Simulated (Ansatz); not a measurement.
Theory: Ansatz 0.2.0, DFT PBE, scalar-relativistic, plane waves, PAW. Settings: cutoff 420 eV, Γ-centred meshes spaced at most about 0.3 Å⁻¹, and about 0.25 Å⁻¹ or finer for metals (2π included), Gaussian smearing. No spin polarisation.

These are static total energies at zero pressure.

Task: Order these relaxed structures of Cd2Se3 by energy, lowest first, with the energy over the lowest of them.
A. Space group P4/mmm (No. 123), tetragonal, a = 4.139 Å, c = 10.030 Å. Cd on its first site has 2 Se at 2.63 Å and 4 Cd at 2.93 Å; Cd on its second site is surrounded by 4 Cd at 2.93 Å; Se on a site of symmetry 4/mmm is surrounded by 2 Se at 2.38 Å; Se on a site of symmetry 4mm has 1 Se at 2.38 Å and 1 Cd at 2.63 Å.
B. Space group P-3m1 (No. 164), trigonal, a = 4.003 Å, c = 8.750 Å. Cd has 6 Se at 2.75–2.88 Å; around Se on a site of symmetry 3m lie 3 Cd at 2.75 Å; around Se on a site of symmetry -3m lie 6 Cd at 2.88 Å.
C. Space group Pm-3m (No. 221), cubic, a = 5.233 Å. Cd on its first site has 12 Se at 3.70 Å (long against covalent radii, as for large ions); Cd on its second site is surrounded by 6 Se at 2.62 Å; around Se lie 2 Cd at 2.62 Å, 4 Cd at 3.70 Å and 8 Se at 3.70 Å.

Result: B (0 meV/atom), A (530 meV/atom), C (616 meV/atom). Counting Se atoms around Cd (those within 1.25 times the shortest such distance or 1.15 times the sum of covalent radii; the shortest distance is added where it exceeds 1.18 times the sum of covalent radii; a slash parts the counts of unlike sites): B has Cd 6; A has Cd 2/8 from 3.9 Å; C has Cd 6/12 from 3.7 Å. A holds Se–Se units of three or more atoms (shortest 2.38 Å) (bonds between like non-metal atoms; other contacts aren't counted). All come from invented guesses.

Weakly bound directions are ill-defined at this level, which has no dispersion term (P-3m1), and this can change margins and order among such cells. Cells relaxed within their symmetry can be saddle points. Some structure types and database cells were kept out of the candidates from the start, so a known form may be missing.
